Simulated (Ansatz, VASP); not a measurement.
**One calculation of BN, two programs**

The input INCAR:

```
SYSTEM = BN
PREC = Accurate
ENCUT = 520
EDIFF = 1E-6
ISMEAR = 0
SIGMA = 0.05
LREAL = .FALSE.
LASPH = .TRUE.
NELM = 80
ALGO = Normal
ISIF = 2
LWAVE = .FALSE.
LCHARG = .FALSE.
GGA = PE
NBANDS = 11
```

The input KPOINTS:

```
Automatic mesh
0
G
  12 12 12
  0 0 0
```

The input POSCAR:

```
BN
1.0
    0.0000000000      1.8130010000      1.8855210400
    1.8130010000      0.0000000000      1.8855210400
    1.8130010000      1.8130010000      0.0000000000
B N
1 1
Direct
    0.0000000000      0.0000000000      0.0000000000
    0.7500000000      0.7500000000      0.7500000000
```

Input for Ansatz:

```yaml
crystal:
  lattice:
    - [0.0, 1.813001, 1.88552104]
    - [1.813001, 0.0, 1.88552104]
    - [1.813001, 1.813001, 0.0]
  atoms:
    - { symbol: B, position: [0.0, 0.0, 0.0] }
    - { symbol: "N", position: [0.75, 0.75, 0.75] }
basis:
  ecutwfc: 420
kpoints:
  mp_grid: { grid: [12, 12, 12] }
hamiltonian:
  xc: pbe
scf:
  occupations: { method: gaussian, width: 0.05 }
output:
  forces: true
  stress: true
  eigenvalues: true
  write_density: true
  write_potential: true
  elf: true
  volumetric_format: npy
```

Change from the starting cell: strain +0.000 along x and y, +0.040 along z, atoms carried along.

Alike in both runs: task single point; functional PBE; k mesh 12 × 12 × 12; occupations gaussian, width 0.05 eV; no spin polarisation.

|  | VASP | Ansatz |
| --- | --- | --- |
| version | VASP 6.6.1 | Ansatz 0.2.0 |
| potentials or method | VASP PAW PBE potentials, release 64 (B, N) | scalar-relativistic, plane waves, PAW |
| plane-wave cutoff (eV) | 520 | 420 |
| valence electrons in the cell | 8 | 8 |

|  | VASP | Ansatz | Ansatz less VASP |
| --- | --- | --- | --- |
| gap on the k mesh at the Fermi level (eV) | 4.07 | 4.08 | +0.011 |
| least direct gap on the mesh (eV) | 8.38 | 8.39 | +0.010 |
| pressure (GPa) | -13.8 | -13.9 | -0.11 |
| largest component of the traceless stress (GPa) | 16.19 | 16.17 | -0.019 |

A k mesh can miss the band edges.
